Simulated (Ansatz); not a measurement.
# Cu: how much relativity matters

What happens to Cu at a fixed cell under these changes: no relativity; spin-orbit coupling on?

Computed with Ansatz 0.2.0 (DFT, at the level named in each step, unless a step's input says otherwise).

## (1) Starting point

It takes space group Fm-3m (No. 225, cubic). The conventional cell has a = 3.615 Å, b = 3.615 Å, c = 3.615 Å, α = 90.00°, β = 90.00°, γ = 90.00°. Around Cu (site symmetry m-3m) lie 12 Cu at 2.56 Å.

Structure file:

```
Cu
1.0
     0.00000    1.80750    1.80750
     1.80750    0.00000    1.80750
     1.80750    1.80750    0.00000
Cu
1
Direct
  0.00000 0.00000 0.00000
```

The cell comes from a crystallographic database entry that wasn't checked; take it as a given geometry, which may be far from equilibrium.

## (2) No relativity, LAPW

Input file input.yaml:

```yaml
crystal:
  lattice:
    - [0.0, 1.8075, 1.8075]
    - [1.8075, 0.0, 1.8075]
    - [1.8075, 1.8075, 0.0]
  atoms:
    - { symbol: Cu, position: [0.0, 0.0, 0.0] }
kpoints:
  mp_grid: { grid: [19, 19, 19] }
  band_path:
    path:
      - [0.0, 0.0, 0.0]
      - [0.5, 0.0, 0.5]
      - [0.625, 0.25, 0.625]
      - [0.375, 0.375, 0.75]
      - [0.0, 0.0, 0.0]
      - [0.5, 0.5, 0.5]
      - [0.5, 0.25, 0.75]
      - [0.5, 0.0, 0.5]
    npoints: 5
scf:
  occupations: { method: fermi_dirac, width: 0.08 }
hamiltonian:
  xc: pbe
  pseudopotentials:
    kind: all_electron
    lapw: { basis_error: 0.00025 }
    relativity: none
output:
  forces: true
  stress: true
  eigenvalues: true
```

Run with:

```
ansatz run input.yaml --threads 1 --pin off --max-ram 2048MiB --backend cpu --events-out ev --progress --plain --runs-dir out
```

## (3) Spin-orbit coupling on, LAPW

Changes to input.yaml since step 2:

```diff
@@ -24,6 +24,3 @@
   xc: pbe
-  pseudopotentials:
-    kind: all_electron
-    lapw: { basis_error: 0.00025 }
-    relativity: none
+  pseudopotentials: { kind: all_electron, lapw: { basis_error: 0.00025 } }
 output:
@@ -32 +29,4 @@
   eigenvalues: true
+magnetization:
+  noncollinear: true
+  spin_orbit: true
```

## (4) Spin-orbit coupling on, PAW

Changes to input.yaml since step 3:

```diff
@@ -24,3 +24,3 @@
   xc: pbe
-  pseudopotentials: { kind: all_electron, lapw: { basis_error: 0.00025 } }
+  pseudopotentials: { kind: paw_fr }
 output:
@@ -29,2 +29,7 @@
   eigenvalues: true
+  efg: { contact_densities: true }
+  write_density: true
+  write_potential: true
+  elf: true
+  volumetric_format: npy
 magnetization:
```

(Steps that only read results are left out.)

Before running it: what results should come out? Wanted: pressure, no relativity, LAPW; pressure, spin-orbit coupling on, LAPW.

**Answer**, as computed:

| quantity | value |
| --- | --- |
| pressure, no relativity, LAPW | 5.94 GPa |
| pressure, spin-orbit coupling on, LAPW | 1.67 GPa |

In words: Going from no relativity to the run with spin-orbit coupling (scalar and spin-orbit effects together) moves the pressure by -4.26 GPa; the heaviest element has Z = 29. With spin-orbit coupling, PAW lies +0.03 GPa from LAPW in pressure.
